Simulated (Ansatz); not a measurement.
# PbSe under changes of volume

One of the cells (27.098 Å³/atom); the others are scaled copies at fixed shape and fractional positions:

```
Pb Se
1.0
     3.78432    0.00000    0.00000
     0.00000    3.78432    0.00000
     0.00000    0.00000    3.78432
Pb Se
1 1
Direct
  0.00000 0.00000 0.00000
  0.50000 0.50000 0.50000
```

Measurements of this composition are mostly on another form, of space group No. 225.

* Program: Ansatz 0.2.0
* Functional: PBE
* Potentials or basis: Ansatz PAW
* Cutoff: 420 eV (not typed: the program's choice for these potentials)
* k mesh: 7 × 7 × 7
* Occupations: fermi-dirac, width 0.05 eV
* Spin: no spin polarisation

| volume (Å³/atom) | energy over the lowest point (meV/atom) | pressure (GPa) |
| --- | --- | --- |
| 25.472 | 14.25 | 3.2 |
| 26.014 | 5.61 | 2.0 |
| 26.556 | 1.03 | 0.8 |
| 27.098 | 0.00 | -0.2 |
| 27.640 | ? | ? |
| 28.182 | 6.93 | -1.8 |
| 28.724 | 14.32 | -2.6 |

Q: What does the run at 27.640 Å³/atom give?

A: Energy over the lowest point 2.09 meV/atom; pressure -1.0 GPa.

Worked out: A Birch-Murnaghan fit of order 3 (a polynomial in V^(-2/3)) to the other rows has its minimum at 27.00 Å³/atom with B0 = V·E''(V) = 47 GPa and B' = 5.0. It gives 2.07 meV/atom at 27.640 Å³/atom, against the run's 2.09, and -dE/dV = -1.0 GPa, against -1.0.

Energies are extrapolated to zero smearing.
